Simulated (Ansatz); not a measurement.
Theory: DFT PBE, scalar-relativistic, plane waves, PAW in Ansatz 0.2.0. All cells share a 420 eV cutoff and Γ-centred k meshes spaced at most about 0.3 Å⁻¹ (about 0.25 or finer for metals, 2π included). No spin polarisation.

Temperature and zero-point effects are left out. Both are relaxed sheets, periodic along a and b.

Two forms of Ca were relaxed alike.

A.

```yaml
crystal:
  periodic: [true, true, false]
  lattice:
    - [3.82267, 0.00000, 0.00000]
    - [-1.91133, 3.31053, 0.00000]
    - [0.00000, 0.00000, 31.32350]
  atoms:
    - { symbol: Ca, position: [0.00000, 0.00000, 0.21288] }
    - { symbol: Ca, position: [0.00000, 0.00000, 0.32985] }
```

B.

```yaml
crystal:
  periodic: [true, true, false]
  lattice:
    - [3.93161, 0.00000, 0.00000]
    - [-1.96581, 3.40488, 0.00000]
    - [0.00000, 0.00000, 29.00460]
  atoms:
    - { symbol: Ca, position: [0.33333, 0.66667, 0.31013] }
    - { symbol: Ca, position: [0.66667, 0.33333, 0.20703] }
```

**Question.** Which is lower in energy, and by how much?

**Answer.** B is lower, by 171 meV/atom. A has layer group p6/mmm (No. 80), 6.3 Å²/atom and no gap on its mesh; B has layer group p-3m1 (No. 72), 6.7 Å²/atom and no gap. Counting all near atoms (those within 1.25 times the shortest distance at each site), A has Ca 7 and B has Ca 9. In A, Ca at height 0.00 Å has 7 Ca at 3.66–3.82 Å. In B, Ca at height 2.99 Å has 9 Ca at 3.75–3.93 Å. Both come from invented guesses.

Cells relaxed within their symmetry can be saddle points.
